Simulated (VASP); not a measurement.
Here is a VASP 6.6.1 calculation.

File INCAR:

```
SYSTEM = H3C2N
PREC = Accurate
ENCUT = 520
EDIFF = 1E-6
ISMEAR = -1
SIGMA = 0.05
LREAL = Auto
LASPH = .TRUE.
NELM = 60
ALGO = Normal
ISIF = 2
LWAVE = .FALSE.
LCHARG = .FALSE.
GGA = PE
IVDW = 12
NBANDS = 72
```

File KPOINTS:

```
Automatic mesh
0
G
  1 1 1
  0 0 0
```

File POSCAR:

```
H3C2N
1.0
    8.0517480000      0.0000000000      0.0000000000
    0.0000000000      8.0517480000      0.0000000000
    0.0000000000      0.0000000000      8.0517480000
C N H
12 6 18
Direct
    0.8076010327      0.2588009461      0.3318161473
    0.6724502555      0.3803149329      0.3050641923
    0.3335424805      0.4344025670      0.6099793486
    0.2033844080      0.4985501285      0.5137890555
    0.8750149657      0.7753223275      0.9185707253
    0.8049308051      0.6228585395      0.8633529018
    0.6678798194      0.7415160037      0.4750521253
    0.7113362217      0.8989103981      0.5343684378
    0.1996336696      1.0012981032      0.5547615251
    0.2888068529      0.9470365938      0.7089268069
    0.1426025752      0.4544851627      0.0535908476
    0.1790170284      0.2775918968      0.0854100253
    0.5713293561      0.4711896100      0.2581427039
    0.0995684415      0.5592326039      0.4290000134
    0.7319777022      0.5108207559      0.8074271574
    0.7506941350      1.0224363703      0.6006646010
    0.3541342824      0.8787532844      0.8240198277
    0.1755519423      0.1383053717      0.1197752339
    0.7819420081      0.1711553814      0.4331730203
    0.8030802752      0.1832893926      0.2156426157
    0.9308537724      0.3113237026      0.3540473448
    0.2814916711      0.3717577848      0.7198436911
    0.4058000822      0.3568914477      0.5317354691
    0.4307263466      0.5218369974      0.6607385129
    0.9857735240      0.8199213388      0.8565593459
    0.7707767307      0.8697117694      0.9096658266
    0.9155900060      0.7621699040      1.0522559822
    0.5581024145      0.6843358734      0.5296117067
    0.6399604160      0.7399883851      0.3447077579
    0.7874935977      0.6741765887      0.5012203561
    0.2148601769      0.9257865497      0.4422766336
    0.0657124391      1.0122398267      0.5866800600
    0.2537585627      1.1290716004      0.5312262629
    0.1409259207      0.4831373262     -0.0833235218
    0.0187536917      0.4677369436      0.1060018272
    0.2529885436      0.5318348264      0.1109821122
```

Potentials or basis: VASP PAW PBE potentials, release 64 (C, N, H).

Run with:

```bash
$ cat potpaw_PBE.64/C/POTCAR potpaw_PBE.64/N/POTCAR potpaw_PBE.64/H/POTCAR > POTCAR
$ mpirun -np 1 vasp_gam > vasp.out
```

(1) Predict the largest force.

(2) What does it give for the dispersion energy per atom?

Results:

(1) 3.708 eV/Å.

(2) -0.045 eV.

Caveat: the standard files for N, O and F lose accuracy on very short bonds.
